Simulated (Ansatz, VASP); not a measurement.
## Two plane-wave programs on CaS

```
Ca S
1.0
     0.00000    2.85237    2.85237
     2.85237    0.00000    2.85237
     2.85237    2.85237    0.00000
Ca S
1 1
Direct
  0.00000 0.00000 0.00000
  0.50000 0.50000 0.50000
```

Alike in both runs: task relaxation of cell and atoms; functional PBE; dispersion D3(BJ); k mesh 8 × 8 × 8; occupations gaussian, width 0.02 eV; no spin polarisation.

|  | VASP | Ansatz |
| --- | --- | --- |
| version | VASP 6.6.1 | Ansatz 0.2.0 |
| potentials or method | VASP PAW PBE potentials, release 64 (Ca_sv, S) | scalar-relativistic, plane waves, PAW |
| plane-wave cutoff (eV) | 600 | 420 |
| valence electrons in the cell | 16 | 16 |

|  | VASP | Ansatz | Ansatz less VASP |
| --- | --- | --- | --- |
| gap on the k mesh at the Fermi level, each at its own relaxed structure (eV) | 2.29 | 2.29 | -0.003 |
| relaxed volume (Å³/atom) | 22.43 | 22.35 | -0.078 |
| relaxed cell length with the largest relative difference (Å) | 3.988 | 3.984 | -0.0046 |
| energy change over the relaxation (meV/atom) | -5 | -6 | -1.0 |

A k mesh can miss the band edges. As with any semilocal functional, this PBE gap is likely too small.
